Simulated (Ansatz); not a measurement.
# AlP: the band gap up the ladder of functionals

An exercise on one series of results from a longer session: the logs are not shown, and one member is left open.

The runs shown are made with Ansatz 0.2.0. PAW datasets, plane waves. No spin polarisation and no zero-point or thermal motion.

### The system as given

The cell was relaxed beforehand with r2SCAN.

It is cubic, F-43m (No. 216); conventional cell a = 5.479 Å, 20.55 Å³ an atom. Around Al lie 4 P at 2.37 Å; around P lie 4 Al at 2.37 Å.

Structure file:

```
Al P
1.0
     0.00000    2.73926    2.73926
     2.73926    0.00000    2.73926
     2.73926    2.73926    0.00000
Al P
1 1
Direct
  0.00000 0.00000 0.00000
  0.75000 0.75000 0.75000
```

Set-up of the first run:

The input, input.yaml:

```yaml
crystal:
  lattice:
    - [0.0, 2.7392583516, 2.7392583516]
    - [2.7392583516, 0.0, 2.7392583516]
    - [2.7392583516, 2.7392583516, 0.0]
  atoms:
    - { symbol: Al, position: [0.0, 0.0, 0.0] }
    - { symbol: P, position: [0.75, 0.75, 0.75] }
kpoints:
  mp_grid: { grid: [8, 8, 8] }
  band_path:
    path:
      - [[0.0, 0.0, 0.0], [-0.5, -0.5, -8.242693613714e-34], [-0.375, -0.375, 0.25]]
      - [[-0.375, -8.713431619225e-18, 0.375], [0.0, 0.0, 0.0], [-5.808954412817e-18, -5.808954412817e-18, 0.5], [-0.5, -0.25, 0.25], [-0.5, -0.5, -8.242693613714e-34]]
    npoints: 10
hamiltonian:
  xc: pbe
scf:
  occupations: { method: fermi_dirac, width: 0.02 }
  n_extra_bands: 4
output:
  forces: true
  stress: true
  eigenvalues: true
  write_density: true
  write_potential: true
  elf: true
  volumetric_format: npy
```

Started as:

```
ansatz run input.yaml --threads 2 --pin off --max-ram 20275MiB --backend cpu --events-out ev --progress --plain --runs-dir out
```

Steps of the session up to this table: PBE bands along the symmetry lines; Single point with r2SCAN; Single point with HSE06; PBE0 at the same geometry; LDA; One-shot GW from PBE; G0W0 on PBE; DDH-PBE0 at the same geometry; Single point with LC-ωPBE; r2SCANh.

One of the session's tables, all rows but one given; the rest of the session is left out.

```
                     level  gap (eV)
                       PBE      1.60
                    r2SCAN      1.93
                     HSE06      2.28
                      PBE0         ?
                       LDA      1.47
G0W0@PBE (122 empty bands)      2.29
G0W0@PBE (304 empty bands)      2.38
                  DDH-PBE0      2.26
                   LC-ωPBE      6.67
                   r2SCANh      2.41
```

Q: Estimate the row for PBE0 from the others.

**Answer.** gap (eV): 2.96. In the column «gap (eV)» it lies between r2SCANh (2.41) and LC-ωPBE (6.67).

Meshes: PBE 8×8×8, r2SCAN 8×8×8, HSE06 6×6×6, PBE0 6×6×6, LDA 8×8×8, DDH-PBE0 6×6×6, LC-ωPBE 6×6×6, r2SCANh 6×6×6.

Limits of these values: G0W0 here is at a finite number of bands, screening cutoff and k mesh, not at the basis limit. Warnings in the runs' records: stress scf threshold loose, stress exchange threshold loose.
